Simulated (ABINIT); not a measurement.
Runs of ABINIT 10.8.3 (patched build) on GaN. Symmetry: F-43m, No. 216, cubic system. Conventional cell: a = 4.507 Å, b = 4.507 Å, c = 4.507 Å, α = 90.00°, β = 90.00°, γ = 90.00°. Ga (site symmetry -43m) has 4 N at 1.95 Å as nearest neighbours. Around N (site symmetry -43m) lie 4 Ga at 1.95 Å. The cell is a database's computed one.

```tsv
task	level	potentials or basis	spin	k mesh	cutoff (eV)	fine-grid cutoff	most SCF steps	thinning of the exchange mesh (fockdownsampling)	gap on the mesh (eV)	pressure (GPa)	V0 of scaled cells (Å³/atom)	B0 (GPa)
equation of state	AM05	JTH PAW PBE v2.0	off	10 × 10 × 10	707	1306.15 eV	-	-	-	-	11.43	(b)
band structure	LDA-VWN	JTH PAW LDA v2.0	SOC, no magnetisation	10 × 10 × 10	707	1306.15 eV	-	-	1.73	-6.6	-	-
band structure	PBEsol	JTH PAW PBE v2.0	SOC, no magnetisation	10 × 10 × 10	707	1306.15 eV	-	-	(c)	-0.5	-	-
band structure	PBEsol	PseudoDojo NC SR PBEsol v0.4 stringent	off	10 × 10 × 10	1551	-	-	-	1.70	-1.3	-	-
equation of state	BLYP+D3	JTH PAW PBE v2.0	off	10 × 10 × 10	707	1306.15 eV	-	-	-	-	11.72	(a)
single point	HSE03(Libxc)	SPMS NC PBE v1.0	off	8 × 8 × 8	952	-	60	2 × 2 × 2	2.89	-	-	-
```

Alike in all rows: cell as given; smearing fermi-dirac 0.05 eV.

Question: Estimate the missing entries.

Answer: (a) 174; (b) 186; (c) 1.66.

Caveats: the PAW data sets were made with another functional, which shifts forces and pressure a little (some runs); pressures at fixed basis lie under the slope of the energies (some runs); Libxc's HSE differs a little from that of other programs (some runs); the potentials were made for another functional, which shifts forces and pressure (some runs).

A k mesh can miss the band edges, and rows without SOC leave out spin-orbit coupling on Ga.

The runs don't all hold the same shells in valence.

Runs at the PBE level aren't shown here.
